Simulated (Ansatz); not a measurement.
**Molybdenum, fcc under revPBE: structure, energy and stiffness**

What does revPBE give for molybdenum in the fcc structure? We relax it, solve it on a dense k-mesh, then scale the cell to 7 volumes from 88 to 112 % of the relaxed one and try a fit of the equation of state. Spin polarisation is left out. The k-meshes are 14×14×14 for the relaxation; 22×22×22 for the dense run; 15×15×15 for the volumes.

This is Mo in the fcc structure; at room conditions it is bcc.

Program: Ansatz 0.2.0. Level of theory: DFT revPBE, plane waves (420 eV) with PAW, scalar-relativistic; PBE-made PAW files. These are calculated values, not measurements.

### 1 Starting point

Symmetry: Fm-3m, No. 225, cubic system. Conventional cell: a = 3.965 Å, b = 3.965 Å, c = 3.965 Å, α = 90.00°, β = 90.00°, γ = 90.00°. Around Mo (site symmetry m-3m) lie 12 Mo at 2.80 Å.

As a file:

```cif
data_structure
_symmetry_space_group_name_H-M 'P 1'
_symmetry_Int_Tables_number 1
_cell_length_a 2.8039
_cell_length_b 2.8039
_cell_length_c 2.8039
_cell_angle_alpha 60.000
_cell_angle_beta 60.000
_cell_angle_gamma 60.000
_cell_volume 15.59
loop_
_atom_site_label
_atom_site_type_symbol
_atom_site_fract_x
_atom_site_fract_y
_atom_site_fract_z
_atom_site_occupancy
Mo1 Mo 0.00000 0.00000 0.00000 1
```

### 2 Geometry optimisation

input.yaml

```yaml
crystal:
  lattice:
    - [0.0, 1.9826747602, 1.9826747602]
    - [1.9826747602, 0.0, 1.9826747602]
    - [1.9826747602, 1.9826747602, 0.0]
  atoms:
    - { symbol: Mo, position: [0.0, 0.0, 0.0] }
hamiltonian:
  xc: revpbe
  pseudopotentials:
    kind: paw
    azcp:
      Mo: "pseudopotentials/Mo.paw.azcp"
basis:
  ecutwfc: 420
  fft_grid_basis: typed
kpoints:
  mp_grid: { grid: [14, 14, 14], shift: [0, 0, 0] }
magnetization:
  spin_polarized: false
scf:
  occupations: { method: fermi_dirac, width: 0.1 }
relax:
  max_steps: 60
  f_tol: 0.01
  cell: {}
```

Standard output:

```text
Warning: RAYON_NUM_THREADS=2 ignored (pool sized by the plan → 2); use --threads N
Engine: ansatz 0.2.0, aarch64-unknown-linux-gnu
Pseudopotentials: kind: paw
Pseudopotential: Mo, paw, valence charge 14, recommended cutoff 420 eV (normal), <dir>
Functional definition: revPBE
  parameter kappa = 1.245
  parameter beta = 0.06672455060314922
  exchange = pbe_x(kappa = kappa, mu = beta*pi^2/3)
  correlation = pbe_c(beta = beta)
Crystal: 1 atoms, lattice volume = 15.588 Å³
Basis set: ecut = 420 eV, 307 PW (Γ), exchange–correlation on 40×40×40 points (8 copies of the dense FFT grid, shifted against one another)
Bands: 11, of which v1, the nominal top of the filled ones, is band 7 counted from 1 (6 counted from 0)
Symmetry: 48 space group operations
Space group: Fm-3m (ITA 225), of the structure as read, at distance tolerance 2.5e-5 Å
k-points: 104 of 2744
Non-local potential: Mo, projectors of the file, l = 0: 3, l = 1: 2, l = 2: 2, l = 3: 1
PAW form: soft (Blöchl's): semilocal exchange-correlation on the pseudo side does not see the compensation charge
PAW frozen core: Mo, regenerated for the run's functional, and the local potential with it (the file was generated under x = pbe(κ = 0.804, μ = 0.2195149727645171), c = pbe(β = 0.06672455060314922))
PAW one-centre angular grid: Mo, 590 points (default); XC on 64 Gauss nodes
Initial density: superposition of atomic densities (neutral atoms: chi_scale 0, normalization atom), corrected by the library's trained network
Initial wavefunctions: pseudopotential atomic-orbital guess
Functional: x = revpbe(κ = 1.245, μ = 0.2195149727645171), c = pbe(β = 0.06672455060314922)
SCF iter   1: F=—  HF=-4960.591449 eV  |F-HF|=—  |Δ(HF+E_count)|=         —  Δρ=5.13e-3  dr2=3.90e-3  ethr=1.77e-3  ⟨swp⟩=5.0  Hψ=6697  notcnv=0
preconditioner: auto → none  [metal: Δε(μ)=0.037 eV  Ē_g=8.114 eV  σ=0.100 eV  W_gap=0.09  n_scr=0 (ndim 8)  ℏωp=23.0 eV  f_vac=0.000  D(μ)=1.18/eV (n_scr^D=14)]
SCF iter   2: F=—  HF=-4960.590175 eV  |F-HF|=—  |Δ(HF+E_count)|=   1.27e-3  Δρ=1.49e-3  dr2=1.21e-4  ethr=2.78e-5  ⟨swp⟩=2.1  Hψ=2343  notcnv=0
SCF iter   3: F=—  HF=-4960.590188 eV  |F-HF|=—  |Δ(HF+E_count)|=   1.35e-5  Δρ=6.01e-4  dr2=1.92e-5  ethr=8.66e-7  ⟨swp⟩=1.0  Hψ=1143  notcnv=0
SCF iter   4: F=—  HF=-4960.590195 eV  |F-HF|=—  |Δ(HF+E_count)|=   7.10e-6  Δρ=3.28e-5  dr2=3.58e-8  ethr=1.37e-7  ⟨swp⟩=2.0  Hψ=1707  notcnv=0
iter 5 did not close the SCF: its close was put off for the readings that it lacked (scf_convergence_deferred on its scf_iter line)
SCF iter   5: F=-4960.590195 eV  HF=-4960.590195 eV  |F-HF|=7.19e-11  |Δ(HF+E_count)|=   7.37e-8  Δρ=2.17e-6  dr2=4.65e-10  ethr=2.56e-10  ⟨swp⟩=2.0  Hψ=1685  notcnv=0
SCF iter   6: F=-4960.590195 eV  HF=-4960.590195 eV  |F-HF|=9.09e-13  |Δ(HF+E_count)|=  1.10e-10  Δρ=3.06e-7  dr2=5.10e-12  ethr=3.32e-12  ⟨swp⟩=1.2  Hψ=3426  notcnv=0
SCF 1 converged in 6 iterations: F = -4960.590195 eV  dr2 = 5.10e-12
relax step   1: F+E_penalty+E_count = -4960.59019522 eV  Δ(F+E_penalty+E_count) = +0.000e0 eV  max|allowed force component| = 0.000e0 eV/Å  Δτ_max = 0.0000 Å  P = +9.553 GPa  Ω = 15.588 Å³  (6 SCF iters, dr2 threshold 1.00e-7 eV, accepted)
Crystal: 1 atoms, lattice volume = 17.338 Å³
Basis set: ecut = 420 eV, 331 PW (Γ), exchange–correlation on 40×40×40 points (8 copies of the dense FFT grid, shifted against one another)
Initial density: handed on by an earlier stage of this run
Initial wavefunctions: those handed on with the density
iter 1 solved again at ethr=1.07e-5 eV; its pass at ethr=3.10e-3 eV (dr2=1.50e-3 eV) is discarded
SCF iter   1: F=—  HF=-4960.555189 eV  |F-HF|=—  |Δ(HF+E_count)|=         —  Δρ=4.77e-3  dr2=1.48e-3  ethr=1.07e-5  ⟨swp⟩=1.2  Hψ=9039  notcnv=0
preconditioner: auto → none  [metal: Δε(μ)=0.015 eV  Ē_g=7.285 eV  σ=0.100 eV  W_gap=0.04  n_scr=0 (ndim 8)  ℏωp=21.8 eV  f_vac=0.000  D(μ)=1.42/eV (n_scr^D=14)]
SCF iter   2: F=—  HF=-4960.556133 eV  |F-HF|=—  |Δ(HF+E_count)|=   9.44e-4  Δρ=2.46e-3  dr2=3.71e-4  ethr=1.06e-5  ⟨swp⟩=1.0  Hψ=1144  notcnv=0
SCF iter   3: F=—  HF=-4960.556481 eV  |F-HF|=—  |Δ(HF+E_count)|=   3.48e-4  Δρ=2.54e-4  dr2=1.09e-5  ethr=2.65e-6  ⟨swp⟩=2.0  Hψ=1686  notcnv=0
SCF iter   4: F=—  HF=-4960.556475 eV  |F-HF|=—  |Δ(HF+E_count)|=   5.86e-6  Δρ=5.89e-5  dr2=1.28e-7  ethr=7.81e-8  ⟨swp⟩=2.5  Hψ=1914  notcnv=0
SCF iter   5: F=-4960.556475 eV  HF=-4960.556475 eV  |F-HF|=1.75e-9  |Δ(HF+E_count)|=   6.74e-8  Δρ=7.30e-6  dr2=5.03e-9  ethr=7.14e-10  ⟨swp⟩=4.0  Hψ=3582  notcnv=0
SCF 2 converged in 5 iterations: F = -4960.556475 eV  dr2 = 5.03e-9
relax step   2: F+E_penalty+E_count = -4960.55647507 eV  Δ(F+E_penalty+E_count) = +3.372e-2 eV  max|allowed force component| = 0.000e0 eV/Å  Δτ_max = 0.0000 Å  P = -13.528 GPa  Ω = 17.338 Å³  energy of the carried Pulay correction = -5.688e-4 eV  (5 SCF iters, dr2 threshold 1.00e-7 eV, rejected (line search))
Crystal: 1 atoms, lattice volume = 16.267 Å³
iter 1 solved again at ethr=4.44e-6 eV; its pass at ethr=3.10e-3 eV (dr2=6.21e-4 eV) is discarded
SCF iter   1: F=—  HF=-4960.607093 eV  |F-HF|=—  |Δ(HF+E_count)|=         —  Δρ=2.94e-3  dr2=5.59e-4  ethr=4.44e-6  ⟨swp⟩=1.4  Hψ=8575  notcnv=0
preconditioner: auto → none  [metal: Δε(μ)=0.007 eV  Ē_g=7.792 eV  σ=0.100 eV  W_gap=0.02  n_scr=0 (ndim 8)  ℏωp=22.6 eV  f_vac=0.000  D(μ)=1.28/eV (n_scr^D=14)]
SCF iter   2: F=—  HF=-4960.607364 eV  |F-HF|=—  |Δ(HF+E_count)|=   2.71e-4  Δρ=1.51e-3  dr2=1.28e-4  ethr=4.00e-6  ⟨swp⟩=1.0  Hψ=1144  notcnv=0
SCF iter   3: F=—  HF=-4960.607472 eV  |F-HF|=—  |Δ(HF+E_count)|=   1.08e-4  Δρ=2.29e-4  dr2=8.61e-6  ethr=9.14e-7  ⟨swp⟩=2.0  Hψ=1671  notcnv=0
SCF iter   4: F=—  HF=-4960.607470 eV  |F-HF|=—  |Δ(HF+E_count)|=   2.22e-6  Δρ=3.27e-5  dr2=3.27e-8  ethr=6.15e-8  ⟨swp⟩=2.0  Hψ=1768  notcnv=0
SCF iter   5: F=—  HF=-4960.607469 eV  |F-HF|=—  |Δ(HF+E_count)|=   7.80e-7  Δρ=2.34e-6  dr2=3.16e-10  ethr=2.34e-10  ⟨swp⟩=2.4  Hψ=1905  notcnv=0
SCF iter   6: F=-4960.607469 eV  HF=-4960.607469 eV  |F-HF|=7.28e-12  |Δ(HF+E_count)|=  2.17e-10  Δρ=2.51e-7  dr2=3.55e-12  ethr=1.00e-12  ⟨swp⟩=5.6  Hψ=4597  notcnv=0
SCF 3 converged in 6 iterations: F = -4960.607469 eV  dr2 = 3.55e-12
relax step   3: F+E_penalty+E_count = -4960.60746930 eV  Δ(F+E_penalty+E_count) = -1.727e-2 eV  max|allowed force component| = 0.000e0 eV/Å  Δτ_max = 0.0000 Å  P = -0.931 GPa  Ω = 16.267 Å³  energy of the carried Pulay correction = -2.283e-4 eV  (6 SCF iters, accepted)
Crystal: 1 atoms, lattice volume = 16.205 Å³
iter 1 solved again at ethr=1.64e-8 eV; its pass at ethr=3.10e-3 eV (dr2=2.30e-6 eV) is discarded
SCF iter   1: F=—  HF=-4960.607681 eV  |F-HF|=—  |Δ(HF+E_count)|=         —  Δρ=1.73e-4  dr2=1.65e-6  ethr=1.64e-8  ⟨swp⟩=3.1  Hψ=8277  notcnv=0
preconditioner: auto → none  [metal: Δε(μ)=0.002 eV  Ē_g=7.816 eV  σ=0.100 eV  W_gap=0.00  n_scr=0 (ndim 8)  ℏωp=22.6 eV  f_vac=0.000  D(μ)=1.27/eV (n_scr^D=14)]
SCF iter   2: F=—  HF=-4960.607683 eV  |F-HF|=—  |Δ(HF+E_count)|=   1.55e-6  Δρ=8.85e-5  dr2=4.24e-7  ethr=1.18e-8  ⟨swp⟩=1.0  Hψ=1144  notcnv=0
SCF iter   3: F=-4960.607683 eV  HF=-4960.607683 eV  |F-HF|=7.91e-10  |Δ(HF+E_count)|=   4.32e-7  Δρ=3.66e-6  dr2=1.17e-9  ethr=7.14e-10  ⟨swp⟩=2.6  Hψ=4040  notcnv=0
SCF 4 converged in 3 iterations: F = -4960.607683 eV  dr2 = 1.17e-9
relax step   4: F+E_penalty+E_count = -4960.60768303 eV  Δ(F+E_penalty+E_count) = -2.137e-4 eV  max|allowed force component| = 0.000e0 eV/Å  Δτ_max = 0.0000 Å  P = -0.053 GPa  Ω = 16.205 Å³  energy of the carried Pulay correction = -2.076e-4 eV  (3 SCF iters, dr2 threshold 1.00e-7 eV, accepted)
Crystal: 1 atoms, lattice volume = 16.201 Å³
iter 1 solved again at ethr=5.30e-11 eV; its pass at ethr=3.10e-3 eV (dr2=7.42e-9 eV) is discarded
SCF iter   1: F=—  HF=-4960.607685 eV  |F-HF|=—  |Δ(HF+E_count)|=         —  Δρ=1.09e-5  dr2=6.92e-9  ethr=5.30e-11  ⟨swp⟩=3.3  Hψ=8320  notcnv=0
preconditioner: auto → none  [metal: Δε(μ)=0.002 eV  Ē_g=7.818 eV  σ=0.100 eV  W_gap=0.00  n_scr=0 (ndim 8)  ℏωp=22.6 eV  f_vac=0.000  D(μ)=1.27/eV (n_scr^D=14)]
SCF iter   2: F=-4960.607685 eV  HF=-4960.607685 eV  |F-HF|=1.91e-9  |Δ(HF+E_count)|=   3.73e-7  Δρ=5.74e-6  dr2=1.57e-9  ethr=4.94e-11  ⟨swp⟩=3.2  Hψ=3073  notcnv=0
SCF 5 converged in 2 iterations: F = -4960.607685 eV  dr2 = 1.57e-9
relax step   5: F+E_penalty+E_count = -4960.60768491 eV  Δ(F+E_penalty+E_count) = -1.872e-6 eV  max|allowed force component| = 0.000e0 eV/Å  Δτ_max = 0.0000 Å  P = +0.000 GPa  Ω = 16.201 Å³  energy of the carried Pulay correction = -2.064e-4 eV  (2 SCF iters, dr2 threshold 7.02e-9 eV, accepted)
Initial wavefunctions: pseudopotential atomic-orbital guess (no wavefunctions were taken with the density)
iter 1 solved again at ethr=2.99e-8 eV; its pass at ethr=3.10e-3 eV (dr2=4.18e-6 eV) is discarded
SCF iter   1: F=—  HF=-4960.607854 eV  |F-HF|=—  |Δ(HF+E_count)|=         —  Δρ=2.72e-4  dr2=4.27e-7  ethr=2.99e-8  ⟨swp⟩=3.4  Hψ=10011  notcnv=0
SCF iter   2: F=—  HF=-4960.607872 eV  |F-HF|=—  |Δ(HF+E_count)|=   1.78e-5  Δρ=1.35e-4  dr2=9.76e-8  ethr=3.05e-9  ⟨swp⟩=1.0  Hψ=1152  notcnv=0
SCF iter   3: F=—  HF=-4960.607878 eV  |F-HF|=—  |Δ(HF+E_count)|=   5.59e-6  Δρ=6.83e-6  dr2=2.76e-9  ethr=6.97e-10  ⟨swp⟩=2.0  Hψ=1878  notcnv=0
SCF iter   4: F=—  HF=-4960.607878 eV  |F-HF|=—  |Δ(HF+E_count)|=   8.86e-9  Δρ=1.83e-6  dr2=9.11e-11  ethr=1.97e-11  ⟨swp⟩=2.2  Hψ=1734  notcnv=0
SCF iter   5: F=-4960.607878 eV  HF=-4960.607878 eV  |F-HF|=7.28e-12  |Δ(HF+E_count)|=  5.72e-10  Δρ=2.34e-7  dr2=1.63e-12  ethr=1.00e-12  ⟨swp⟩=5.0  Hψ=4157  notcnv=0
SCF 6 converged in 5 iterations: F = -4960.607878 eV  dr2 = 1.63e-12
relax step   6: F+E_penalty+E_count = -4960.60787789 eV  Δ(F+E_penalty+E_count) = -1.930e-4 eV  max|allowed force component| = 0.000e0 eV/Å  Δτ_max = 0.0000 Å  P = -0.007 GPa  Ω = 16.201 Å³  stress off target by 6.51e-3 GPa  SCF on the basis re-selected at this cell (its energy is not comparable with the rows above)  (5 SCF iters)
basis re-selected at this cell: Δ(F+E_penalty+E_count) = -1.930e-4 eV, ΔP = -0.007 GPa vs the last step (what re-selecting the basis moved, of the pressure what is left beyond the Pulay correction that the steps carried, after the strain that the cell walked since its last selection, with what the two solves' SCF thresholds leave and, on support functions, any second-order correction that the steps lacked; it is no measure of the basis error at this ecutwfc). This SCF's stress stands 6.51e-3 GPa from its target on what of the cell is left free (relax.cell.stress_tol is 5.00e-2 GPa) and its largest allowed force component is 0.00e0 eV/Å (relax.f_tol is 1.00e-2 eV/Å): within both
SCF converged after 5 iterations
Free energy (F): -4960.607878 eV
Harris-Foulkes:  -4960.607878 eV  (|F-HF|=7.28e-12)
Internal energy: -4960.565197 eV  (E = F + TS)
E sigma→0 (E₀):  -4960.586538 eV
Entropy (-TS):   -0.042681 eV (-42.681 meV/atom)
Fermi energy:    19.909145 eV
--- Per-component energies (eV) ---
  E_band       = -63.881446
  E_kinetic    = 440.411485
  E_local      = -811.575543  (includes V_loc(G=0)·N_el)
  E_nonlocal   = 142.486319
  E_hartree    = 268.370167
  E_xc         = -183.255985
  E_vxc        = -228.485983  (∫ρ·V_xc dr)
  E_paw        = -3206.147880  (= ΣΔE_a)
  E_vpaw       = -143.458082  (= ΣTr[D̂ρ^β])
  E_aug_tail   = 0.000039  (compensation charges beyond the density's cutoff)
  E_ewald      = -1610.788213
  E_core_change = -0.065588  (= ΣΔE_core)
  E_smearing   = -0.042681  (= −TS)
  E_closure    = 0.000000  (closes the sum)
  Σ components = -4960.607878   (vs F -4960.607878, Δ=0.00e0)
--- Forces (eV/Å), atoms counted from 1 ---
  atom   1  Mo    -0.00000000     0.00000000     0.00000000
  max |Σ_I F_I| component: 2.88e-32 eV/Å
--- Stress (GPa, compression-positive) ---
       -0.006509      -0.000000      -0.000000
       -0.000000      -0.006509      -0.000000
       -0.000000      -0.000000      -0.006509
  P = ⅓ Tr σ = -0.0065 GPa (-0.065 kbar)
--- Relaxed structure (5 steps of the walk, 4 accepted, 1 SCFs on fresh bases) ---
  F+E_penalty+E_count = -4960.60787789 eV   max|allowed force component| = 0.000e0 eV/Å   (the final SCF, on the basis selected at the relaxed cell)
  cell:  # Å, volume = 16.2008 Å³
    - [-3.321945069696505e-34, 2.0083329440171958, 2.0083329440171958]
    - [2.0083329440171958, -5.423783333640692e-34, 2.0083329440171958]
    - [2.0083329440171958, 2.0083329440171958, -3.1846075205597454e-35]
  atoms:
    - { symbol: Mo, position: [0.0, 0.0, 0.0] }
```

It took 2.5 s on 2 threads of an Arm CPU, shared host; peak memory 0.27 GiB.

The walk, from the log:

| step | energy change (meV/atom) | largest force (eV/Å) | pressure (GPa) | volume (Å³/atom) | accepted |
| --- | --- | --- | --- | --- | --- |
| 1 | 0.00 | 0.0000 | 9.55 | 15.588 | yes |
| 2 | 33.72 | 0.0000 | -13.53 | 17.338 | no |
| 3 | -17.27 | 0.0000 | -0.93 | 16.267 | yes |
| 4 | -17.49 | 0.0000 | -0.05 | 16.205 | yes |
| 5 | -17.49 | 0.0000 | 0.00 | 16.201 | yes |
| 6 | -17.68 | 0.0000 | -0.01 | 16.201 | yes |

Steps that repeat a cell are solved on a basis chosen anew, so their changes of energy are no gain of the relaxation.

Changes in the cell that was computed:

|  | before | after | change |
| --- | --- | --- | --- |
| a (Å) | 2.804 | 2.840 | +1.3 % |
| b (Å) | 2.804 | 2.840 | +1.3 % |
| c (Å) | 2.804 | 2.840 | +1.3 % |
| volume (Å³/atom) | 15.588 | 16.201 | +3.9 % |
| shortest distance (Å) | 2.804 | 2.840 | +1.3 % |
| space group (spins left aside) | Fm-3m | Fm-3m | same |

### 3 Single point on a dense mesh

input.yaml

```yaml
crystal:
  lattice:
    - [0.0, 2.008332944, 2.008332944]
    - [2.008332944, 0.0, 2.008332944]
    - [2.008332944, 2.008332944, 0.0]
  atoms:
    - { symbol: Mo, position: [0.0, 0.0, 0.0] }
hamiltonian:
  xc: revpbe
  pseudopotentials:
    kind: paw
    azcp:
      Mo: "pseudopotentials/Mo.paw.azcp"
basis:
  ecutwfc: 420
  fft_grid_basis: typed
kpoints:
  mp_grid: { grid: [22, 22, 22], shift: [0, 0, 0] }
magnetization:
  spin_polarized: false
scf:
  occupations: { method: fermi_dirac, width: 0.1 }
```

Standard output, shortened:

```text
Warning: RAYON_NUM_THREADS=2 ignored (pool sized by the plan → 2); use --threads N
[...]
[... 3 set-up lines as earlier in the session ...]
[...]
Crystal: 1 atoms, lattice volume = 16.201 Å³
Basis set: ecut = 420 eV, 331 PW (Γ)
Bands: 11, of which v1, the nominal top of the filled ones, is band 7 counted from 1 (6 counted from 0)
[... 2 set-up lines as earlier in the session ...]
k-points: 328 of 10648
[...]
SCF iter   1: F=—  HF=-4960.609507 eV  |F-HF|=—  |Δ(HF+E_count)|=         —  Δρ=4.71e-3  dr2=3.40e-3  ethr=1.77e-3  ⟨swp⟩=5.0  Hψ=21133  notcnv=0
[...]
SCF iter   6: F=-4960.608437 eV  HF=-4960.608437 eV  |F-HF|=1.82e-12  |Δ(HF+E_count)|=  1.64e-10  Δρ=2.72e-7  dr2=4.25e-12  ethr=7.21e-12  ⟨swp⟩=1.0  Hψ=10500  notcnv=0
[...]
SCF converged after 6 iterations
Free energy (F): -4960.608437 eV
[...]
E sigma→0 (E₀):  -4960.586719 eV
Entropy (-TS):   -0.043435 eV (-43.435 meV/atom)
Fermi energy:    19.897971 eV
[...]
```

It took 1.3 s on 2 threads of an Arm CPU, shared host; peak memory 0.31 GiB.

### 4 The cell scaled to 88 % of its volume

input.yaml

```yaml
crystal:
  lattice:
    - [0.0, 1.9245532695, 1.9245532695]
    - [1.9245532695, 0.0, 1.9245532695]
    - [1.9245532695, 1.9245532695, 0.0]
  atoms:
    - { symbol: Mo, position: [0.0, 0.0, 0.0] }
hamiltonian:
  xc: revpbe
  pseudopotentials:
    kind: paw
    azcp:
      Mo: "pseudopotentials/Mo.paw.azcp"
basis:
  ecutwfc: 420
  fft_grid_basis: typed
kpoints:
  mp_grid: { grid: [15, 15, 15], shift: [0, 0, 0] }
magnetization:
  spin_polarized: false
scf:
  occupations: { method: fermi_dirac, width: 0.1 }
  lower_state_search: "off"
output:
  stress: true
```

Standard output, shortened:

```text
Warning: RAYON_NUM_THREADS=2 ignored (pool sized by the plan → 2); use --threads N
[...]
[... 3 set-up lines as earlier in the session ...]
[...]
Crystal: 1 atoms, lattice volume = 14.257 Å³
Basis set: ecut = 420 eV, 283 PW (Γ)
Bands: 11, of which v1, the nominal top of the filled ones, is band 7 counted from 1 (6 counted from 0)
[... 1 set-up line as earlier in the session ...]
Space group: Fm-3m (ITA 225), of the structure as read, at distance tolerance 2.4e-5 Å
k-points: 120 of 3375
[...]
SCF iter   1: F=—  HF=-4960.396570 eV  |F-HF|=—  |Δ(HF+E_count)|=         —  Δρ=5.14e-3  dr2=3.47e-3  ethr=1.77e-3  ⟨swp⟩=5.0  Hψ=7768  notcnv=0
[...]
SCF iter   6: F=-4960.395468 eV  HF=-4960.395468 eV  |F-HF|=2.73e-12  |Δ(HF+E_count)|=  2.46e-10  Δρ=6.28e-7  dr2=2.52e-11  ethr=6.67e-12  ⟨swp⟩=1.9  Hψ=3838  notcnv=0
[...]
SCF converged after 6 iterations
Free energy (F): -4960.395468 eV
[...]
E sigma→0 (E₀):  -4960.375845 eV
Entropy (-TS):   -0.039245 eV (-39.245 meV/atom)
Fermi energy:    23.061459 eV
[...]
--- Stress (GPa, compression-positive) ---
       38.509554      -0.000000       0.000000
       -0.000000      38.509554      -0.000000
        0.000000      -0.000000      38.509554
  P = ⅓ Tr σ = 38.5096 GPa (385.096 kbar)
```

Run time: 0.64 s. Hardware: 2 threads of an Arm CPU, shared host; peak memory 0.26 GiB.

### 5 The cell scaled to 92 % of its volume

Changes to input.yaml since step 4:

```diff
@@ -2,5 +2,5 @@
   lattice:
-    - [0.0, 1.9245532695, 1.9245532695]
-    - [1.9245532695, 0.0, 1.9245532695]
-    - [1.9245532695, 1.9245532695, 0.0]
+    - [0.0, 1.9532821807, 1.9532821807]
+    - [1.9532821807, 0.0, 1.9532821807]
+    - [1.9532821807, 1.9532821807, 0.0]
   atoms:
```

Standard output, shortened:

```text
Warning: RAYON_NUM_THREADS=2 ignored (pool sized by the plan → 2); use --threads N
[...]
[... 3 set-up lines as earlier in the session ...]
[...]
Crystal: 1 atoms, lattice volume = 14.905 Å³
Basis set: ecut = 420 eV, 283 PW (Γ)
Bands: 11, of which v1, the nominal top of the filled ones, is band 7 counted from 1 (6 counted from 0)
[... 2 set-up lines as earlier in the session ...]
k-points: 120 of 3375
[...]
SCF iter   1: F=—  HF=-4960.520277 eV  |F-HF|=—  |Δ(HF+E_count)|=         —  Δρ=4.83e-3  dr2=3.24e-3  ethr=1.77e-3  ⟨swp⟩=5.0  Hψ=7707  notcnv=0
[...]
SCF iter   6: F=-4960.519190 eV  HF=-4960.519190 eV  |F-HF|=3.64e-12  |Δ(HF+E_count)|=  1.06e-10  Δρ=3.16e-7  dr2=5.68e-12  ethr=4.00e-12  ⟨swp⟩=1.0  Hψ=3458  notcnv=0
[...]
SCF converged after 6 iterations
Free energy (F): -4960.519190 eV
[...]
E sigma→0 (E₀):  -4960.498925 eV
Entropy (-TS):   -0.040530 eV (-40.530 meV/atom)
Fermi energy:    21.912627 eV
[...]
--- Stress (GPa, compression-positive) ---
       23.168873       0.000000      -0.000000
        0.000000      23.168873      -0.000000
       -0.000000       0.000000      23.168873
  P = ⅓ Tr σ = 23.1689 GPa (231.689 kbar)
```

Run time: 0.64 s. Hardware: 2 threads of an Arm CPU, shared host; peak memory 0.26 GiB.

### 6 The cell scaled to 96 % of its volume

Changes to input.yaml since step 5:

```diff
@@ -2,5 +2,5 @@
   lattice:
-    - [0.0, 1.9532821807, 1.9532821807]
-    - [1.9532821807, 0.0, 1.9532821807]
-    - [1.9532821807, 1.9532821807, 0.0]
+    - [0.0, 1.9811899823, 1.9811899823]
+    - [1.9811899823, 0.0, 1.9811899823]
+    - [1.9811899823, 1.9811899823, 0.0]
   atoms:
```

Standard output, shortened:

```text
Warning: RAYON_NUM_THREADS=2 ignored (pool sized by the plan → 2); use --threads N
[...]
[... 3 set-up lines as earlier in the session ...]
[...]
Crystal: 1 atoms, lattice volume = 15.553 Å³
Basis set: ecut = 420 eV, 307 PW (Γ)
Bands: 11, of which v1, the nominal top of the filled ones, is band 7 counted from 1 (6 counted from 0)
[... 2 set-up lines as earlier in the session ...]
k-points: 120 of 3375
[...]
SCF iter   1: F=—  HF=-4960.587627 eV  |F-HF|=—  |Δ(HF+E_count)|=         —  Δρ=4.60e-3  dr2=3.06e-3  ethr=1.77e-3  ⟨swp⟩=5.0  Hψ=7718  notcnv=0
[...]
SCF iter   6: F=-4960.586592 eV  HF=-4960.586592 eV  |F-HF|=1.82e-12  |Δ(HF+E_count)|=  1.09e-10  Δρ=2.42e-7  dr2=3.35e-12  ethr=3.15e-12  ⟨swp⟩=1.1  Hψ=3989  notcnv=0
[...]
SCF converged after 6 iterations
Free energy (F): -4960.586592 eV
[...]
E sigma→0 (E₀):  -4960.565646 eV
Entropy (-TS):   -0.041891 eV (-41.891 meV/atom)
Fermi energy:    20.859122 eV
[...]
--- Stress (GPa, compression-positive) ---
       10.575031      -0.000000       0.000000
       -0.000000      10.575031      -0.000000
        0.000000       0.000000      10.575031
  P = ⅓ Tr σ = 10.5750 GPa (105.750 kbar)
```

It took 0.63 s on 2 threads of an Arm CPU, shared host; peak memory 0.26 GiB.

(Part 1 of 2 ends here.)
